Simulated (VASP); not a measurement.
PbSe (Clausthalite): single point with PBE

**What was measured.**

A printed reference work, monograph reports, for a bulk crystal of PbSe at 300 K: band gap 0.28 eV (direct).

PbSe (Clausthalite):

```xyz
2
Lattice="0.0000 3.0606 3.0606 3.0606 0.0000 3.0606 3.0606 3.0606 0.0000" Properties=species:S:1:pos:R:3 pbc="T T T"
Pb    0.0000    0.0000    0.0000
Se    3.0606    3.0606    3.0606
```

```
Program             : VASP 6.6.1
Task                : single point
Functional          : PBE
Potentials or basis : VASP PAW PBE potentials, release 64 (Pb_d, Se)
Cutoff              : 520 eV
k mesh              : 6 × 6 × 6
Occupations         : fermi-dirac, width 0.01 eV
Spin                : no spin polarisation
```

```json
{"Pressure": "2.4 GPa", "Band gap on the k mesh": "0.29 eV, direct"}
```

Levels at points of the mesh, in eV from the valence-band top:
| k point | band 8 | band 9 | band 10 | band 11 | band 12 | band 13 |
| --- | --- | --- | --- | --- | --- | --- |
| (0.00, 0.00, 0.00) | -1.88 | -1.88 | -1.88 | 4.71 | 4.71 | 4.71 |
| (0.50, 0.00, 0.00) | -1.47 | -1.47 | 0.00 | 0.29 | 1.70 | 1.70 |
| (0.50, 0.50, 0.00) | -4.98 | -3.24 | -3.24 | 3.69 | 5.61 | 5.61 |

It took 25 s on 1 thread of AMD EPYC 7R13, on a shared host, peak memory 0.15 GiB.

Against the measured gap of PbSe, 0.28 eV (direct; 300 K; a printed reference work, monograph), the calculated 0.29 eV is off by +0.01 eV. 2 values of this kind are on record (0.15 to 0.28 eV); this one was drawn at random. Spin-orbit coupling on Pb, Se is left out. The value is that of PBE on a finite k mesh, which can miss the band edges, without temperature or zero-point motion.

Caveat: spin-orbit coupling is left out, which moves the levels of the heavy elements.
